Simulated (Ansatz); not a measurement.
Runs of Ansatz 0.2.0 on Pd. It takes space group Fm-3m (No. 225, cubic). Conventional cell: a = 3.893 Å, b = 3.893 Å, c = 3.893 Å, α = 90.00°, β = 90.00°, γ = 90.00°. Pd (site symmetry m-3m) is surrounded by 12 Pd at 2.75 Å. 

```tsv
task	level	spin	cell	k mesh	points for each segment of the path	atoms under strain	mesh quality	gap on the mesh (eV)	pressure (GPa)	relaxed volume (Å³/atom)
band structure	HSE06	off	as given	6 × 6 × 6	4	-	coarse	none	0.9	-
elastic constants	LDA	off	as given	9 × 9 × 9	-	clamped	not flagged	none	(a)	-
single point	HSE06	SOC, no magnetisation	as given	5 × 5 × 5	-	-	coarse	none	7.3	-
relaxation of cell and atoms	HSE06	off	relaxed	6 × 6 × 6	-	-	coarse	none	0.0	(b)
band structure	HSE03	off	as given	6 × 6 × 6	4	-	coarse	none	1.4	-
relaxation of cell and atoms	BLYP+D4	off	relaxed	12 × 12 × 12	-	-	not flagged	-	0.0	15.38
```

Alike in all rows: potentials or basis Ansatz PAW; cutoff (eV) 420; smearing fermi-dirac 0.05 eV.

Fill in the values left out.

(a) -8.8; (b) 14.83.

Caveats: some runs use coarse meshes; the PAW data sets come from PBE, with cores solved anew for the run's functional, which leaves a small shift of forces and pressure; the thresholds are loose for stress (some runs); the plane-wave basis is chosen anew once the cell has moved, so the energies of steps on either side of that aren't comparable (some runs); the cell is more than 3 GPa from zero pressure, which shifts response properties (some runs); elastic constants of metals need much finer meshes, so these are rough (some runs).

A k mesh can miss the band edges, and rows without SOC leave out spin-orbit coupling on Pd.

A gap of «none» marks a metal or a gap under the smearing width.

Runs at the PBE level aren't shown here.
